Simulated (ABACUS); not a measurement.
The system is PbSe (Clausthalite).

```
Pb Se
1.0
     0.00000    3.06065    3.06065
     3.06065    0.00000    3.06065
     3.06065    3.06065    0.00000
Pb Se
1 1
Direct
  0.00000 0.00000 0.00000
  0.50000 0.50000 0.50000
```

Base run:

| Item | Value |
| --- | --- |
| Program | ABACUS 3.10.1 |
| Functional | PBE |
| Potentials or basis | PseudoDojo NC SR 0.4.1 PBE standard |
| Cutoff | 1361 eV |
| Density cutoff | 5442 eV |
| Basis | DZP LCAO (the cutoffs set its grid) |
| k mesh | 8 × 8 × 8 |
| Occupations | fermi-dirac, width 0.05 eV |
| Spin | no spin polarisation |

Its results: band gap on the k mesh 0.50 eV, direct; pressure 3.4 GPa.

**Question.** The run is repeated on the same cell with these changes: basis from DZP LCAO (the cutoffs set its grid) to TZDP LCAO (the cutoffs set its grid); orbital files from Pb Pb_confined-atom_8au_2s2p2d.orb, Se Se_confined-atom_7au_2s2p2d.orb to Pb Pb_confined-atom_8au_3s3p3d1f.orb, Se Se_confined-atom_7au_3s3p3d1f.orb. What comes out?

**Answer.** Band gap on the k mesh 0.32 eV, direct; pressure 2.5 GPa.

Caveats: the atomic orbitals were generated for these runs and aren't a published set; spin-orbit coupling is left out, which as a rule narrows the gap of such compounds by several tenths of an eV; the basis of atomic orbitals isn't converged, which shifts pressures, moduli and gaps.

A k mesh can miss the band edges.
